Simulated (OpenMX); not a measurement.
Crystal: Ga.

```
CELL_PARAMETERS angstrom
4.31587 0.00000 0.00000
-3.34156 2.73143 0.00000
0.00000 0.00000 3.17000
ATOMIC_POSITIONS crystal
Ga 0.13300 0.86700 0.75000
Ga 0.86700 0.13300 0.25000
```

This isn't the form of Ga at room conditions, which is orthorhombic.

Base run:

* Program: OpenMX 3.8.5
* Functional: PBE
* Dispersion: D4
* Potentials or basis: OpenMX 2013 PBE set, Ga7.0-s3p2d2, grid cutoff 500 Ry
* k mesh: 7 × 7 × 7
* Occupations: fermi-dirac, width 0.05 eV
* Spin: no spin polarisation

Its results: band gap on the k mesh none (metal or under the smearing width); pressure 0.7 GPa; largest force 0.357 eV/Å.

Task: The run is repeated on the same cell with these changes: dispersion from D4 to D3(BJ). What comes out?

Result: Band gap on the k mesh none (metal or under the smearing width); pressure 1.9 GPa; largest force 0.358 eV/Å.

Caveats: the basis of atomic orbitals isn't converged, which shifts pressures, moduli and gaps; pairwise dispersion overbinds metals, which lowers pressure and volume.
